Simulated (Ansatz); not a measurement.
## Candidate structures of Os

Method: DFT, PBE, all-electron LAPW, scalar-relativistic in Ansatz 0.2.0.

Each cell is taken as listed (from a database or a relaxation; residual pressures are under 0.6 GPa and forces under 0.08 eV/Å), on meshes of about 0.2 Å⁻¹ spacing; energies are extrapolated to zero smearing, with no zero-point or thermal terms. Other structures, the observed one among them, may be missing from this set and lie lower. No run is spin-polarised.

Spin–orbit coupling is left out, though it moves levels of the heavy atoms by tenths of an eV or more.

(1) Order the structures by energy per atom, lowest first, and give the differences.
A.
```
Os
1.0
     0.00000    1.92825    1.92825
     1.92825    0.00000    1.92825
     1.92825    1.92825    0.00000
Os
1
Direct
  0.00000 0.00000 0.00000
```
(fcc type, relaxed by us; 17×17×17 mesh on the primitive cell, smearing 0.05 eV, P = 0.0 GPa)
B.
```cif
data_structure
_symmetry_space_group_name_H-M 'P6_3/mmc'
_symmetry_Int_Tables_number 194
_cell_length_a 2.7532
_cell_length_b 2.7532
_cell_length_c 4.3480
_cell_angle_alpha 90.000
_cell_angle_beta 90.000
_cell_angle_gamma 120.000
_cell_volume 28.54
loop_
_atom_site_label
_atom_site_type_symbol
_atom_site_symmetry_multiplicity
_atom_site_Wyckoff_symbol
_atom_site_fract_x
_atom_site_fract_y
_atom_site_fract_z
_atom_site_occupancy
Os1 Os 2 c 0.33333 0.66667 0.25000 1
```
(hcp type, relaxed by us; 16×16×9 mesh on the primitive cell, smearing 0.03 eV, P = 0.0 GPa)

Results:

(1) B (0 meV/atom), A (148 meV/atom).
